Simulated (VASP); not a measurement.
Crystal: NaI.

```xyz
2
Lattice="0.0000 3.2364 3.2364 3.2364 0.0000 3.2364 3.2364 3.2364 0.0000" Properties=species:S:1:pos:R:3 pbc="T T T"
I     3.2364    3.2364    3.2364
Na    0.0000    0.0000    0.0000
```

Base run:

| Item | Value |
| --- | --- |
| Program | VASP 6.6.1 |
| Functional | rSCAN |
| Potentials or basis | VASP PAW PBE potentials, release 64 (I, Na_pv) |
| Cutoff | 520 eV |
| k mesh | 7 × 7 × 7 |
| Occupations | fermi-dirac, width 0.05 eV |
| Spin | no spin polarisation |

Its results: band gap on the k mesh 4.34 eV, direct; pressure -0.2 GPa.

Problem. The run is repeated on the same cell with these changes: functional from rSCAN to RPBE. What comes out?

Solution. Band gap on the k mesh 3.90 eV, direct; pressure 1.6 GPa.

rSCAN gives the wider gap, since meta-GGAs in the generalised Kohn-Sham scheme recover part of the derivative discontinuity.

Caveats: the PAW data sets were made with another functional, which shifts forces and pressure a little; spin-orbit coupling is left out, which moves the levels of the heavy elements.

Not every run made on this cell is shown here.
